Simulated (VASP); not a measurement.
InPd: equation of state with PBE

The system is InPd.

```
CELL_PARAMETERS angstrom
0.00000 2.74607 2.74607
2.74607 0.00000 2.74607
2.74607 2.74607 0.00000
ATOMIC_POSITIONS crystal
In 0.00000 0.00000 0.00000
Pd 0.50000 0.50000 0.50000
```

The cell was built by a generator and needn't be a form met in nature.

```yaml
Program: VASP 6.6.1
Task: equation of state
Functional: PBE
Potentials_or_basis: VASP PAW PBE potentials, release 64 (In_d, Pd)
Cutoff: 520 eV
k_mesh: 8 × 8 × 8
Occupations: fermi-dirac, width 0.05 eV
Spin: no spin polarisation
Further_INCAR_settings: ALGO = Normal; EDIFF = 1e-07; NBANDS = 18
```

```json
{
 "Equilibrium volume": "20.77 Å³/atom",
 "Bulk modulus": "85 GPa",
 "Pressure derivative of the bulk modulus": "5.4"
}
```

Energy against volume, from the lowest point:
```csv
volume (Å³/atom),energy (meV/atom)
19.465,24.99
19.880,11.14
20.294,3.03
20.708,0.00
21.122,1.43
21.536,6.81
21.950,15.63
```

All runs of the series together: 120 s on 1 thread of Intel(R) Xeon(R) Platinum 8488C (Sapphire Rapids), with other jobs on the host.
